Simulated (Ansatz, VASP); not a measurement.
## Mo: VASP beside Ansatz

```
Mo
1.0
    -1.59430    1.59430    1.59430
     1.59430   -1.59430    1.59430
     1.59430    1.59430   -1.59430
Mo
1
Cartesian
  0.0000 0.0000 0.0000
```

Change from the starting cell: volume scaled by 1.02.

Alike in both runs: task single point; functional PBEsol; k mesh 12 × 12 × 12; occupations fermi-dirac, width 0.05 eV; no spin polarisation.

|  | VASP | Ansatz |
| --- | --- | --- |
| version | VASP 6.6.1 | Ansatz 0.2.0 |
| potentials or method | VASP PAW PBE potentials, release 64 (Mo_sv) | Ansatz PAW |
| plane-wave cutoff (eV) | 520 | 420 |
| valence electrons in the cell | 14 | 14 |

```csv
,VASP,Ansatz,Ansatz less VASP
gap on the k mesh at the Fermi level (eV),none,none,-
pressure (GPa),-13.8,-14.2,-0.43
```

A gap of «none» marks a metal or a gap that the smearing closes.

Caveats: the PAW data sets were made with another functional, which shifts forces and pressure a little (VASP); the PAW data sets come from PBE, with cores solved anew for the run's functional, which leaves a small shift of forces and pressure (Ansatz).
